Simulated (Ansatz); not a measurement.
# Electron scattering at the Σ5 (310) boundary in bcc W with O (interstitial), part 2 of 2

How much does the Σ5 (310) boundary in bcc W with O (interstitial) reflect electrons?

Ansatz 0.2.0; Ansatz plane-wave DFT, PBE, PAW files; relaxation of a bicrystal slab with its lowest layers held; PAW set soft_1 (the session's first sound run).

So far. Step 2 (Relaxing the bicrystal): The largest force component on a free atom ends at 0.022 eV/Å, under the tolerance of 0.03, after 9 steps.

## 3. Transmission across the boundary

Bulk layers of each grain are laid under and over the relaxed boundary, and a lead is named in the middle of each, away from the free faces. The mesh across the current, 20×20, is finer than the density's, because channels open and close sharply across the zone. Energies from -0.1 to 0.1 eV in steps of 0.05 eV are too few for the program's thermal sum, so it prints no conductance; for a metal the transmission near the Fermi level serves, at a fraction of the cost.

This step: Ansatz plane-wave DFT, PBE, PAW files; ballistic transport by layer matching (Landauer), zero bias; boundary relaxed in a short slab, bulk layers laid on; PAW set soft_1 (Ansatz 0.2.0).

System of this step: Σ5 (310) boundary in bcc W with O (interstitial). The cell holds 44 atoms: 43 W and 1 O. Its edges and angles: a = 5.248 Å, b = 3.165 Å, c = 50.637 Å, α = 90.0°, β = 90.0°, γ = 72.5°. It derives from W. Regions: lower grain, 17 atoms (17 W); boundary, 13 atoms (12 W and 1 O); upper grain, 14 atoms (14 W). Vacuum lies along c.

The input, input.yaml:

```yaml
crystal:
  lattice:
    - [5.2482270683, 0.0, 0.0]
    - [0.9542231033, 3.0175184024, 0.0]
    - [0.0, 0.0, 50.6371011122]
  atoms:
    - { symbol: W, position: [-9.2, -6.8999999999, 0.0789934635] }
    - { symbol: W, position: [-8.8, -6.5999999999, 0.0987575814] }
    - { symbol: W, position: [-8.4, -6.2999999999, 0.1185216992] }
    - { symbol: W, position: [-8.0, -5.9999999999, 0.1382858171] }
    - { symbol: W, position: [-7.6, -5.6999999999, 0.1580499349] }
    - { symbol: W, position: [-7.2, -5.3999999999, 0.1778140528] }
    - { symbol: W, position: [-6.8, -5.0999999999, 0.1975781706] }
    - { symbol: W, position: [-6.4, -4.7999999999, 0.2173422885] }
    - { symbol: W, position: [-6.0, -4.4999999999, 0.2371064063] }
    - { symbol: W, position: [-5.6, -4.1999999999, 0.2568705242] }
    - { symbol: W, position: [-5.2, -3.9, 0.276634642] }
    - { symbol: W, position: [-4.8, -3.6, 0.2963987599] }
    - { symbol: W, position: [-4.4, -3.3, 0.3161628777] }
    - { symbol: W, position: [-4.0, -3.0, 0.3359269956] }
    - { symbol: W, position: [-3.6, -2.7, 0.3556911134] }
    - { symbol: W, position: [-3.2, -2.4, 0.3754552313] }
    - { symbol: W, position: [-2.8, -2.1, 0.3952193491] }
    - { symbol: W, position: [0.6, 0.2, 0.414983467] }
    - { symbol: W, position: [0.0030128837, 0.4984935581, 0.4343461758] }
    - { symbol: W, position: [0.4013095885, 0.7993452057, 0.4544628272] }
    - { symbol: W, position: [0.8057888248, 0.0971055876, 0.4746814974] }
    - { symbol: W, position: [0.1981307318, 0.4009346341, 0.4951409319] }
    - { symbol: W, position: [0.6140543453, 0.6929728273, 0.5121362667] }
    - { symbol: W, position: [-0.0353263809, 0.0176631904, 0.5393670476] }
    - { symbol: O, position: [0.2413071267, 0.3793464367, 0.5391520417] }
    - { symbol: W, position: [0.6178874696, 0.6910562652, 0.5672081264] }
    - { symbol: W, position: [0.2033040461, 0.3983479769, 0.5835071615] }
    - { symbol: W, position: [0.810028417, 0.0949857915, 0.6043994162] }
    - { symbol: W, position: [0.4044397106, 0.7977801447, 0.6247502121] }
    - { symbol: W, position: [0.0092284938, 0.4953857531, 0.6443088866] }
    - { symbol: W, position: [-2.3907715062, -1.8046142469, 0.6640730044] }
    - { symbol: W, position: [-2.7907715062, -2.1046142469, 0.6838371223] }
    - { symbol: W, position: [-3.1907715062, -2.4046142469, 0.7036012401] }
    - { symbol: W, position: [-3.5907715062, -2.7046142469, 0.723365358] }
    - { symbol: W, position: [-3.9907715062, -3.0046142469, 0.7431294758] }
    - { symbol: W, position: [-4.3907715062, -3.3046142469, 0.7628935937] }
    - { symbol: W, position: [-4.7907715062, -3.6046142468, 0.7826577115] }
    - { symbol: W, position: [-5.1907715062, -3.9046142468, 0.8024218294] }
    - { symbol: W, position: [-5.5907715062, -4.2046142468, 0.8221859472] }
    - { symbol: W, position: [-5.9907715062, -4.5046142468, 0.8419500651] }
    - { symbol: W, position: [-6.3907715062, -4.8046142468, 0.8617141829] }
    - { symbol: W, position: [-6.7907715062, -5.1046142468, 0.8814783008] }
    - { symbol: W, position: [-7.1907715062, -5.4046142468, 0.9012424186] }
    - { symbol: W, position: [-7.5907715062, -5.7046142468, 0.9210065365] }
kpoints:
  mp_grid: { grid: [8, 8, 1] }
hamiltonian:
  xc: pbe
  pseudopotentials: { kind: paw, azcp: { folder: soft_1 } }
scf:
  occupations: { method: fermi_dirac, width: 0.1 }
output:
  transmission:
    leads: [[9, 10], [35, 36]]
    kmesh: [20, 20]
    e_range: [-0.1, 0.1]
    de: 0.05
  write_potential: true
  write_density: true
  volumetric_format: npy
  elf: true
```

Started as:

```
> ansatz run input.yaml --threads 4 --pin off --max-ram 15360MiB --backend cpu --events-out ev --progress --plain --runs-dir out
```

Numbers of over 12 decimals in the logs are rounded to 6 here.

Output:

```text
[...]
Crystal: 44 atoms, lattice volume = 801.921 Å³
Basis set: ecut = 420 eV, 15765 PW (Γ)
Bands: 365, of which v1, the nominal top of the filled ones, is band 304 counted from 1 (303 counted from 0)
Symmetry: 2 space group operations
[...]
k-points: 21 of 64 (time reversal used)
[...]
SCF iter   1: F=—  HF=-447165.913735 eV  |F-HF|=—  |Δ(HF+E_count)|=         —  Δρ=6.58e-2  dr2=4.21e2  ethr=3.10e-3  ⟨swp⟩=6.1  Hψ=30592  notcnv=0
[...]
SCF iter  12: F=-447151.069355 eV  HF=-447151.069355 eV  |F-HF|=3.98e-8  |Δ(HF+E_count)|=   1.82e-8  Δρ=1.78e-6  dr2=8.14e-8  ethr=1.64e-11  ⟨swp⟩=16.9  Hψ=26898  notcnv=0
SCF 1 converged in 12 iterations: F = -447151.069355 eV  dr2 = 8.14e-8
[...]
transmission: 556 of 5550 steps passed
transmission: 1110 of 5550 steps passed
[...]
transmission: 5550 of 5550 steps passed
WARN: The output density's exchange-correlation potential varies sharply where the density is thin. Do not read a vacuum level from v_tot or v_xc, or from such a field of the output density. On a cell that repeats whose density bears no net charge and no dipole along the vacuum's axis use v_es (v_loc + v_h of the components); under efield.dipole_correction with no amplitude use v_es + v_field, which holds any externa [...]
SCF converged after 12 iterations
Free energy (F): -447151.069355 eV
[...]
Internal energy: -447150.237225 eV  (E = F + TS)
E sigma→0 (E₀):  -447150.653290 eV
Entropy (-TS):   -0.832131 eV (-18.912 meV/atom)
Fermi energy:    18.606064 eV
[...]
--- Band table (eV; the first three rows and the last of 21) ---
  k-point 0: bands = [... 300 lower, 18.4158, 18.4344, 18.5073, 18.5129, 18.5713, 18.5798, 18.5901, 18.6511, ... 57 higher]
  k-point 1: bands = [... 300 lower, 18.1146, 18.1536, 18.2052, 18.2670, 18.3642, 18.4820, 18.5142, 18.6030, ... 57 higher]
  k-point 2: bands = [... 300 lower, 17.7496, 17.9301, 17.9508, 18.1764, 18.3059, 18.6759, 18.7408, 18.8207, ... 57 higher]
  k-point 20: bands = [... 300 lower, 18.6000, 18.6049, 18.6544, 18.7449, 18.7788, 18.8342, 18.8434, 18.8519, ... 57 higher]
--- Transmission ---
  basis      : 141 plane waves across, 50 finite elements along
  points     : 111, standing for a mesh of 20 x 20
  energies   : 5 from -0.100000 to 0.100000 eV about the Fermi level, 0.050000 eV apart; the leads are filled to 0.000000 eV, and channels, transmission and decay are at 0.000000 eV
  crystal 0  : W2, at the sites [9, 10], period 2.0016 Å, over 18.01 Å; its Hamiltonian steps by up to 15.4 meV
    offset         : up to 0.0000 Å between an atom of the period and one for which it stands
    channels       : 1.905000e0 a spin
    conductance    : none, the energies end too early or step too widely for 300 K: set another output.transmission.e_range or a lower de, or, where they end at an eighth of basis.ecutwfc, a higher one
    slowest decay  : 0.0321 /Å at (0.0000, 0.3000)
[...]
channels       : 1.900000e0 a spin
[...]
slowest decay  : 0.0354 /Å at (0.0000, 0.3000)
  junction   : crystal 0 to crystal 1, 13.51 to 39.13 Å
    transmission   : 7.619550e-1 a spin
[...]
```

Elapsed: 18 min, on 4 threads of Arm Neoverse V1, shared host; peak memory 9 GiB; 66 min of CPU time.

Numbers from this step:

```
free energy                                    : -447151.0694 eV
energy at zero smearing                        : -447150.6533 eV
Fermi energy                                   : 18.61 eV
cell area                                      : 15.84 Å²
transmission per spin nearest the Fermi level  : 0.7620
open channels per spin nearest the Fermi level : 1.905
open channels per spin, upper lead             : 1.9
step of the lead's potential                   : 15.4 meV
step of the upper lead's potential             : 15.6 meV
```

Per spin. Table of transmission, zone mean by energy, zero at the Fermi level:

| energy (eV) | transmission, zone mean |
| --- | --- |
| -0.1000 | 0.741 |
| -0.0500 | 0.755 |
| 0.0000 | 0.762 |
| 0.0500 | 0.803 |
| 0.1000 | 0.844 |

Per spin. Table of open channels, zone mean by energy, zero at the Fermi level:

| energy (eV) | lead | upper lead |
| --- | --- | --- |
| -0.1000 | 1.82 | 1.82 |
| -0.0500 | 1.87 | 1.86 |
| 0.0000 | 1.91 | 1.9 |
| 0.0500 | 2.04 | 1.98 |
| 0.1000 | 2.06 | 2.05 |

Transmission over k1 and k2. At 0.0000 eV from the Fermi level.

Values, 12 rows by 16 columns, each cell a mean:
```
0.49 0.58 0.51 0.46 0.32 0.37 0.58 0.49 0.76 0.95 0.74 0.92 0.92 0.74 0.79 0.61
0.18 0.29 0.27 0.34 0.35 0.20 0.01 0.00 0.13 0.43 0.59 0.62 0.49 0.29 0.12 0.02
0.85 0.88 0.86 0.86 0.80 0.48 0.29 0.05 0.03 0.09 0.13 0.11 0.02 0.11 0.29 0.32
0.38 0.41 0.42 0.49 0.90 0.87 0.60 0.43 0.22 0.06 0.17 0.25 0.46 0.67 0.91 0.83
0.90 0.91 1.23 1.78 1.88 1.53 1.07 0.92 0.88 0.94 0.76 0.92 1.42 1.81 1.93 1.47
1.44 1.49 2.08 2.08 1.59 1.49 1.47 1.69 1.53 1.73 1.53 1.41 1.56 2.07 2.13 1.56
1.28 1.85 2.29 2.07 1.57 1.18 1.27 1.55 1.40 1.33 1.36 1.74 2.18 2.15 1.63 1.21
0.57 1.01 1.16 0.95 0.66 0.48 0.29 0.25 0.45 0.55 0.78 1.07 1.14 0.80 0.54 0.47
0.69 0.65 0.63 0.25 0.15 0.10 0.10 0.09 0.08 0.26 0.55 0.66 0.87 0.75 0.77 0.77
0.34 0.03 0.00 0.09 0.25 0.34 0.31 0.15 0.00 0.00 0.03 0.44 0.49 0.44 0.45 0.54
0.17 0.29 0.57 0.77 0.88 0.90 0.80 0.89 0.32 0.16 0.22 0.12 0.47 0.52 0.34 0.22
0.97 1.31 0.85 0.63 0.76 0.67 0.92 1.28 0.98 1.18 1.01 0.50 0.50 0.40 1.07 1.14
```
Columns: k1 (b1) from -0.5 to 0.45; rows upwards: k2 (b2) from -0.5 to 0.45.

Open channels over k1 and k2. At 0.0000 eV from the Fermi level.

Ten even steps from '0' (0.00) to '9' (6.00):
```
33511115333531111353
00011100001111111110
01111110001111111100
11111111000133310001
11111111101111110111
11111111331111133111
11111133333113333311
56536666555655566663
66986666688886666689
98866888896988886688
69866666888866666896
53666655565556666356
11133333113333311111
11113311111331111111
11110111111011111111
11000133310001111111
00011111111000111111
00111111111000011100
33531111353335111153
35533133553553313355
```
Columns: k1 (b1) from -0.5 to 0.45; rows upwards: k2 (b2) from -0.5 to 0.45.

ELF in the cb plane at fractional x = 0.203, with atoms of W and O within 0.2 Å of it. It is the smooth field of the valence electrons, not physical close to the nuclei.

Values, 5 rows by 16 columns, each cell a mean:
```
0.36 0.46 0.40 0.40 0.24 0.32 0.35 0.41 0.14 0.19 0.42 0.37 0.28 0.26 0.41 0.45
0.35 0.46 0.35 0.36 0.32 0.35 0.36 0.26 0.40 0.33 0.30 0.34 0.36 0.33 0.36 0.37
0.34 0.31 0.37 0.23 0.37 0.35 0.51 0.39 0.67 0.57 0.46 0.49 0.35 0.33 0.23 0.38
0.34 0.25 0.35 0.25 0.38 0.35 0.57 0.36 0.66 0.54 0.44 0.53 0.36 0.34 0.25 0.34
0.35 0.57 0.38 0.40 0.28 0.35 0.26 0.27 0.26 0.24 0.28 0.28 0.34 0.31 0.40 0.42
```
Columns run along c (16.0 Å, from fractional 0.37 to 0.68 of the cell), rows up along b (3.2 Å). Atoms in or near the plane, at fractional coordinates: W at (0.40, 0.90), W at (0.50, 0.40), O at (0.54, 0.38), W at (0.58, 0.40).

Electrostatic potential energy in the cb plane at fractional x = 0.203, with atoms of W and O within 0.2 Å of it. With pseudopotentials it is smooth inside the atoms' cores, unlike the true potential.

Ten even steps from '0' (-28 eV) to '9' (19 eV), each cell a mean:
```
96100038999767899999999888999999998767999830
97200048999877999889999889999989999878999840
98632479998889997435899989997534799988899974
89988899877899972000488424884000389998778998
89999999766899961000277102772000179998667999
89988999877899972000488314884000279998778999
99743589998899996324799888997423699998889985
97300048999878999888999989999888999878999840
```
Columns run along c (16.0 Å, from fractional 0.37 to 0.68 of the cell; values clipped at the 3rd and 97th percentile), rows up along b (3.2 Å). Atoms in or near the plane, at fractional coordinates: W at (0.40, 0.90), W at (0.50, 0.40), O at (0.54, 0.38), W at (0.58, 0.40).

Valence density in the cb plane at fractional x = 0.203, with atoms of W and O within 0.2 Å of it. It is the smooth field of the valence electrons, not physical close to the nuclei.

Ten even steps from '0' (0.2 e/Å³) to '9' (6.4 e/Å³), each cell a mean:
```
00488720000000000000000000000000000000000027
00378610000000000000000000000000000000000016
00022100000000000121000000000121000000000001
00000000000000002675100342001576200000000000
00000000000000004887201695102788400000000000
00000000000000003785100353001687200000000000
00012100000000000221000010000122000000000001
00267510000000000000000000000000000000000015
```
Columns run along c (16.0 Å, from fractional 0.37 to 0.68 of the cell), rows up along b (3.2 Å). Atoms in or near the plane, at fractional coordinates: W at (0.40, 0.90), W at (0.50, 0.40), O at (0.54, 0.38), W at (0.58, 0.40).

Over the solved energies the transmission per spin lies between 0.741 and 0.844, out of 1.94 channels of the lead on average (up to 2.06).

## 4. Specific resistance

This step: Ansatz plane-wave DFT, PBE, PAW files; ballistic transport by layer matching (Landauer), zero bias; specific resistance of the boundary; PAW set soft_1 (Ansatz 0.2.0).

This step gave:

```
area resistance                      : 1.559 fΩ m²
T over the leads' mean channel count : 0.4043
```

Averaged over the energies near the Fermi level, 40.4 % of the channels pass, which makes 1.56 fΩ m².

By hand, with T and the leads' channels N averaged over the energies near the Fermi level: RA = A (h/2e²)(1/T − ½[1/N₁ + 1/N₂]) = 15.84×10⁻²⁰ m² × 12 906 Ω × (1/0.7809 − ½[1/1.940 + 1/1.923]) = 1.56 fΩ m².

## 5. Summary of results

| Item | Value |
| --- | --- |
| specific resistance of the boundary | 1.56 fΩ m² |
| share of channels that pass | 0.404 |

What this shows: The boundary has a specific resistance of 1.6 fΩ m². The boundary reflects 60 % of the channels; 1.6 fΩ m² is 16×10⁻¹² Ω·cm². That equals the resistance of 29 nm of bulk W at 300 K (measured 5.44 µΩ cm, CRC Handbook of Chemistry and Physics, 84th ed., 2003, Electrical Resistivity of Pure Metals). One O in 15.8 Å² of boundary is a high coverage. One starting structure was relaxed; another shift or atom count at the boundary may lie lower. Spin-orbit coupling is left out, which matters for W.

[Logs are printed without paths, hosts, clocks, repeated set-up lines and the standing remarks that a program may print on its own settings, such as how far it seeks lower states.]

[Hosts, paths, dates, database ids (printed as entryN), source tags and the programs' standing remarks are cut or masked in the printed files.]
